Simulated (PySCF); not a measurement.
## Frontier levels across methods

Species: C4H9N.
Z-matrix (Å and degrees, PBE0-D3(BJ)/def2-SVP geometry), rows numbered from 1:
```
C 
C   1  1.5437
C   2  1.5424  1  103.85
N   3  1.4530  2  106.70  1   -25.46
C   4  1.4545  3  103.95  2    37.96
H   1  1.1009  2  111.03  3   123.25
H   1  1.1007  2  112.43  3  -117.33
H   2  1.1016  1  110.71  3  -118.31
H   2  1.1005  1  112.83  3   122.11
H   3  1.1047  2  109.90  1    92.04
H   3  1.1003  2  113.62  1  -148.29
H   4  1.0190  3  108.90  2   -78.11
H   5  1.0999  1  113.61  2   142.12
H   5  1.1043  1  109.72  2   -98.51
```

Basis pcSseg-1 throughout (PySCF), one geometry. Geometry: PBE0-D3(BJ)/def2-SVP, one conformer, isolated molecule.

**Question.** How do the orbital energies, the gap and the dipole change with the method?

**Answer.** 
| method | kind | HOMO (eV) | LUMO (eV) | gap (eV) | μ (D) | SCF cycles |
| --- | --- | --- | --- | --- | --- | --- |
| BLYP | GGA | -4.96 | 0.33 | 5.29 | 1.18 | 14 |
| OPBE | GGA | -5.08 | 0.56 | 5.64 | 1.21 | 14 |
| PBE | GGA | -5.09 | 0.33 | 5.41 | 1.20 | 13 |
| B97-D | GGA | -5.10 | 0.47 | 5.57 | 1.21 | 14 |
| LDA | LDA | -5.18 | 0.15 | 5.34 | 1.26 | 14 |
| BP86 | GGA | -5.20 | 0.42 | 5.62 | 1.22 | 12 |
| KT2 | GGA | -5.27 | 0.28 | 5.55 | 1.16 | 14 |
| KT3 | GGA | -5.28 | 0.20 | 5.48 | 1.14 | 14 |
| B97-2 | global hybrid | -6.29 | 1.20 | 7.49 | 1.28 | 13 |
| B3LYP | global hybrid | -6.30 | 0.85 | 7.14 | 1.26 | 13 |
| PBE0 | global hybrid | -6.55 | 1.18 | 7.73 | 1.30 | 13 |
| mPW1PW91 | global hybrid | -6.59 | 1.19 | 7.78 | 1.30 | 13 |
| BHandHLYP | global hybrid | -7.93 | 1.87 | 9.80 | 1.35 | 11 |
| CAM-B3LYP | range-separated hybrid | -7.95 | 2.02 | 9.97 | 1.32 | 12 |
| wB97X-D | range-separated hybrid | -8.45 | 3.02 | 11.47 | 1.34 | 13 |
| LC-wPBE | range-separated hybrid | -9.33 | 3.38 | 12.71 | 1.39 | 12 |
| HF | Hartree–Fock | -10.15 | 4.06 | 14.21 | 1.44 | 10 |

The HOMO spans 5.19 eV, from BLYP down to HF, and the gap runs from 5.29 eV (BLYP) to 14.21 eV (HF). Over the methods BLYP (0 %), OPBE (0 %), PBE (0 %), B97-D (0 %), LDA (0 %), BP86 (0 %), KT2 (0 %), KT3 (0 %), B97-2 (21 %), B3LYP (20 %), PBE0 (25 %), mPW1PW91 (25 %), BHandHLYP (50 %), HF (100 %), a straight line through the gap against the share of exact exchange rises by 0.87 eV for each 10 % (correlation coefficient 0.999). The dipole ranges from 1.14 D (KT3) to 1.44 D (HF). This basis has no diffuse functions.

The vertical ΔSCF ionisation energy at CAM-B3LYP/def2-SVPD is 8.94 eV; −ε(HOMO) comes closest to it with LC-wPBE (9.33 eV).
